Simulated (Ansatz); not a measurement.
The system is P.

```
P
1.0
    -1.69151    2.51517    1.85894
     1.69151   -2.51517    1.85894
     1.69151    2.51517   -1.85894
P
2
Direct
  0.69669 0.94669 0.75000
  0.30331 0.05331 0.25000
```

This isn't the form of P at room conditions, which is orthorhombic.

| Property | Result |
| --- | --- |
| Program | Ansatz 0.2.0 |
| Task | single point |
| Functional | PBE |
| Potentials or basis | all-electron LAPW, scalar-relativistic |
| Cutoff | 236 eV (chosen from the basis error) |
| Basis error allowed | 0.001 eV/atom |
| k mesh | 11 × 11 × 11 |
| Occupations | fermi-dirac, width 0.05 eV |
| Spin | no spin polarisation |

On this cell: pressure 2.7 GPa; largest force 0.371 eV/Å; band gap on the k mesh none (metal or under the smearing width).

The same run follows on a disturbed copy (atoms moved at random, drawn with an rms of 0.05 Å):

```xyz
2
Lattice="-1.6915 2.5152 1.8589 1.6915 -2.5152 1.8589 1.6915 2.5152 -1.8589" Properties=species:S:1:pos:R:3 pbc="T T T"
P     1.7492    1.2815    1.6525
P    -0.0175    1.2485    0.2016
```

What does the disturbed cell give?

The energy (extrapolated to zero smearing) moves by +15.6 meV/atom; pressure 3.6 GPa; largest force 0.903 eV/Å; band gap on the k mesh none (metal or under the smearing width).

Forces in eV/Å, atoms in the order of the input:
```
P   -0.674 -0.045  0.599
P    0.674  0.045 -0.599
```

Stress tensor (GPa, compression positive):
```
 4.80 -0.02 -3.22
-0.02  1.81 -0.65
-3.22 -0.65  4.16
```
